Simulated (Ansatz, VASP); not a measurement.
## Nb: VASP beside Ansatz

Contents of INCAR:

```
SYSTEM = Nb
ALGO     = Normal         ! electronic algorithm
EDIFF    = 1E-6           ! SCF threshold, eV
EDIFFG   = -0.005         ! ionic threshold
ENCUT    = 600            ! plane-wave cutoff, eV
GGA      = CA             ! functional
IBRION   = 2              ! ionic algorithm
ISIF     = 3              ! what is computed and relaxed
ISMEAR   = -1             ! smearing method
LASPH    = .True.         ! aspherical terms in the spheres
LCHARG   = .False.        ! write CHGCAR
LREAL    = .False.        ! projectors in reciprocal space
LWAVE    = .False.        ! write WAVECAR
NELM     = 100            ! most SCF steps
NSW      = 60             ! ionic steps
PREC     = Accurate       ! precision mode
SIGMA    = 0.05           ! smearing width, eV
```

Contents of KPOINTS:

```
k-points
0
Gamma
  14 14 14
  0 0 0
```

The input POSCAR:

```
Nb
1.0
    2.6434665206      0.0000000000      0.0000000000
    0.0000000000      2.6434665206      0.0000000000
    0.0000000000      0.0000000000      2.6434665206
Nb
1
Direct
    0.0000000000      0.0000000000      0.0000000000
```

Input for Ansatz:

```yaml
crystal:
  lattice:
    - [2.6434665206, 0.0, 0.0]
    - [0.0, 2.6434665206, 0.0]
    - [0.0, 0.0, 2.6434665206]
  atoms:
    - { symbol: Nb, position: [0.0, 0.0, 0.0] }
kpoints:
  mp_grid: { grid: [14, 14, 14] }
scf:
  occupations: { method: fermi_dirac, width: 0.05 }
hamiltonian:
  xc: lda
  pseudopotentials: { kind: paw }
output:
  forces: true
  stress: true
relax:
  f_tol: 0.005
  max_steps: 40
  cell: {}
```

Alike in both runs: task relaxation of cell and atoms; functional LDA; k mesh 14 × 14 × 14; occupations fermi-dirac, width 0.05 eV; no spin polarisation.

|  | VASP | Ansatz |
| --- | --- | --- |
| version | VASP 6.6.1 | Ansatz 0.2.0 |
| potentials or method | VASP PAW LDA potentials, release 64 (Nb_sv) | PAW with Ansatz's default frozen-core files, scalar-relativistic |
| plane-wave cutoff (eV) | 600 | 420 |
| valence electrons in the cell | 13 | 13 |

|  | VASP | Ansatz | Ansatz less VASP |
| --- | --- | --- | --- |
| relaxed volume (Å³/atom) | 18.83 | 18.83 | -0.004 |
| relaxed cell length with the largest relative difference (Å) | 2.660 | 2.660 | -0.0002 |
| energy change over the relaxation (meV/atom) | -3 | -3 | 0.0 |
